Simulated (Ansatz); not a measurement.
Sn in Ansatz: the effect of target pressure

Sn:

```
Sn
1.0
    -1.72654    1.77555    2.33834
     1.72654   -1.77555    2.33834
     1.72654    1.77555   -2.33834
Sn
1
Direct
  0.00000 0.00000 0.00000
```

This isn't the form of Sn at room conditions, which is tetragonal (white tin).

Alike in all runs:

- Program: Ansatz 0.2.0
- Task: relaxation of cell and atoms
- Functional: r2SCAN
- Potentials or basis: Ansatz PAW
- Cutoff: 500 eV (not typed: the program's choice for these potentials)
- k mesh: 11 × 11 × 11
- Occupations: fermi-dirac, width 0.05 eV
- Spin: no spin polarisation

Each run relaxes the cell or the atoms first.

```csv
target pressure,relaxed volume (Å³/atom)
0 GPa,27.35
2 GPa,26.36
5 GPa,25.20
10 GPa,?
20 GPa,21.71
30 GPa,20.33
```

Question: What does the run with target pressure 10 GPa give?

Answer: Relaxed volume 23.72 Å³/atom.

Worked out: In Murnaghan's law V^(-B') rises as a straight line in P. The other rows fit best with B' = 4.1, V0 = 27.33 Å³/atom and B0 = 52 GPa, which gives 23.72 Å³/atom at 10 GPa, against the run's 23.72.

Caveats: the plane-wave basis is chosen anew once the cell has moved, so the energies of steps on either side of that aren't comparable; the PAW data sets come from PBE, with cores solved anew for the run's functional, which leaves a small shift of forces and pressure; the volume moved by over 15 % at a fixed basis, so the end points are rough (some runs).
